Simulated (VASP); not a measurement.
A run of VASP 6.6.1 is set up as follows.

The input INCAR:

```
SYSTEM = SnSe
PREC = Accurate
ENCUT = 600
EDIFF = 1E-6
ISMEAR = 0
SIGMA = 0.03
LREAL = .FALSE.
LASPH = .TRUE.
NELM = 80
ALGO = Normal
ISIF = 3
LWAVE = .FALSE.
LCHARG = .FALSE.
GGA = PE
IBRION = 2
NSW = 90
EDIFFG = -0.01
```

The input KPOINTS:

```
regular mesh
0
G
  10 10 10
  0 0 0
```

POSCAR

```
SnSe
1.0
    0.0000000000      3.0100000000      3.0100000000
    3.0100000000      0.0000000000      3.0100000000
    3.0100000000      3.0100000000      0.0000000000
Sn Se
1 1
Direct
    0.0000000000      0.0000000000      0.0000000000
    0.5000000000      0.5000000000      0.5000000000
```

Potentials or basis: VASP PAW PBE potentials, release 64 (Sn_d, Se).

Command:

```console
$ cat potpaw_PBE.64/Sn_d/POTCAR potpaw_PBE.64/Se/POTCAR > POTCAR
$ mpirun -np 1 vasp_std > vasp.out
```

Predict the relaxed cell.

a = 4.287 Å, b = 4.287 Å, c = 4.287 Å, α = 60.00°, β = 60.00°, γ = 60.00°.

Predict the space group after relaxing (to 0.05 Å).

Fm-3m (No. 225).

Step by step:
| step | energy change (eV) | largest force (eV/Å) | pressure (GPa) | volume (Å³) |
| --- | --- | --- | --- | --- |
| 1 | 0.0000 | 0.0000 | 1.04 | 54.54 |
| 2 | -0.0035 | 0.0000 | -0.21 | 55.95 |
| 3 | -0.0037 | 0.0000 | -0.04 | 55.70 |

 PBE usually gives volumes a little too large and moduli too small.
